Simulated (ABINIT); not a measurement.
## CdSe: single point with PBE

CdSe:

```xyz
2
Lattice="0.0000 2.8740 2.8740 2.8740 0.0000 2.8740 2.8740 2.8740 0.0000" Properties=species:S:1:pos:R:3 pbc="T T T"
Cd    0.0000    0.0000    0.0000
Se    2.8740    2.8740    2.8740
```

Measurements of this composition are mostly on another form, of space group No. 186.

```yaml
Program: ABINIT 10.8.3 (patched build)
Task: single point
Functional: PBE
Potentials_or_basis: PseudoDojo NC SR PBE v0.4.1 standard
Cutoff: 1252 eV
k_mesh: 6 × 6 × 6
Occupations: fermi-dirac, width 0.05 eV
Spin: no spin polarisation
```

The band gap on the k mesh is none (metal or under the smearing width) and the valence electrons inside the program's atomic spheres are Cd 17.13; Se 13.21.

Levels at points of the mesh, in eV from the Fermi level:
| k point | band 14 | band 15 | band 16 | band 17 | band 18 | band 19 | band 20 | band 21 | band 22 |
| --- | --- | --- | --- | --- | --- | --- | --- | --- | --- |
| (0.00, 0.00, 0.00) | -7.94 | -7.94 | -0.66 | -0.66 | -0.66 | 0.04 | 8.62 | 8.62 | 8.62 |
| (0.50, 0.00, 0.00) | -7.80 | -7.80 | -4.96 | -0.09 | -0.09 | 2.98 | 5.23 | 5.23 | 5.87 |
| (0.50, 0.50, 0.00) | -7.75 | -7.28 | -4.11 | -2.09 | -2.09 | -0.48 | 5.44 | 9.63 | 10.24 |

It took 22 s on 4 MPI ranks on Arm Neoverse V1 (shared host), peak memory 0.36 GiB a rank.
